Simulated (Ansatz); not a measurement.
Wanted: the native input for an Ansatz 0.2.0 run.

```
Task                : elastic constants
Functional          : PBEsol
Potentials or basis : Ansatz PAW
Cutoff              : 420 eV (not typed: the program's choice for these potentials)
k mesh              : 10 × 10 × 10
Occupations         : fixed
Spin                : no spin polarisation
Atoms under strain  : relaxed
```

The system is C.

```
C
1.0
     0.00000    1.78337    1.78337
     1.78337    0.00000    1.78337
     1.78337    1.78337    0.00000
C
2
Direct
  0.75000 0.75000 0.75000
  0.50000 0.50000 0.50000
```

This isn't the form of C at room conditions, which is graphite.

These files were run (other wordings do the same):

input.yaml

```yaml
crystal:
  lattice:
    - [0.0, 1.78337, 1.78337]
    - [1.78337, 0.0, 1.78337]
    - [1.78337, 1.78337, 0.0]
  atoms:
    - { symbol: C, position: [0.75, 0.75, 0.75] }
    - { symbol: C, position: [0.5, 0.5, 0.5] }
hamiltonian:
  xc: pbesol
  pseudopotentials: { kind: paw }
kpoints:
  mp_grid: { grid: [10, 10, 10] }
scf:
  occupations: { method: fixed }
output:
  forces: true
  stress: true
elastic:
  mode: relaxed_ion
  stencil: two_point
```

Potentials or basis: Ansatz PAW.

Launch:

```bash
$ ansatz run input.yaml --threads 2 --pin off --max-ram 5632MiB --backend cpu --events-out ev --progress --plain --runs-dir out
```

Results of the run:

The pressure is -4.8 GPa and the band gap on the k mesh is 4.04 eV, indirect (least direct gap 5.54 eV). The elastic constants C11, C12, C44 are 1049, 127, 561 GPa and the voigt bulk modulus is 434 GPa.

Caveat: the cell is more than 3 GPa from zero pressure, which shifts response properties; the pressure holds a Pulay correction of +1.0 GPa for the finite cutoff; the PAW data sets come from PBE, with cores solved anew for the run's functional, which leaves a small shift of forces and pressure.

Wall time 6.7 s on 2 threads of Intel(R) Xeon(R) Processor @ 2.70GHz (shared host), peak memory 0.31 GiB.
